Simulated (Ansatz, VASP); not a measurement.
## Two plane-wave programs on BN

```xyz
4
Lattice="2.5038 0.0000 0.0000 -1.2519 2.1683 0.0000 0.0000 0.0000 7.0341" Properties=species:S:1:pos:R:3 pbc="T T T"
B     0.0000    1.4456    1.7585
B     1.2519    0.7228    5.2756
N     0.0000    1.4456    5.2756
N     1.2519    0.7228    1.7585
```

Alike in both runs: task single point; functional PBEsol; k mesh 12 × 12 × 4; occupations gaussian, width 0.05 eV; no spin polarisation.

```csv
,VASP,Ansatz
version,VASP 6.6.1,Ansatz 0.2.0
potentials or method,"VASP PAW PBE potentials, release 64 (B, N)","scalar-relativistic, plane waves, PAW"
plane-wave cutoff (eV),520,520
valence electrons in the cell,16,16
```

Ansatz gave:

| Property | Result |
| --- | --- |
| gap on the k mesh at the Fermi level (eV) | 4.27 |
| least direct gap on the mesh (eV) | 4.60 |
| pressure (GPa) | 0.0 |
| largest component of the traceless stress (GPa) | 0.01 |

Q: Which values does VASP return?

A: gap on the k mesh at the Fermi level (eV): 4.26; least direct gap on the mesh (eV): 4.60; pressure (GPa): 0.4; largest component of the traceless stress (GPa): 0.56.

Ansatz warned: «pseudo_functional_mismatch».

Caveats: the PAW data sets were made with another functional, which shifts forces and pressure a little (VASP); this functional lacks dispersion, which binds the layers, so the pressure and a relaxed spacing across them are unreliable. A k mesh can miss the band edges.
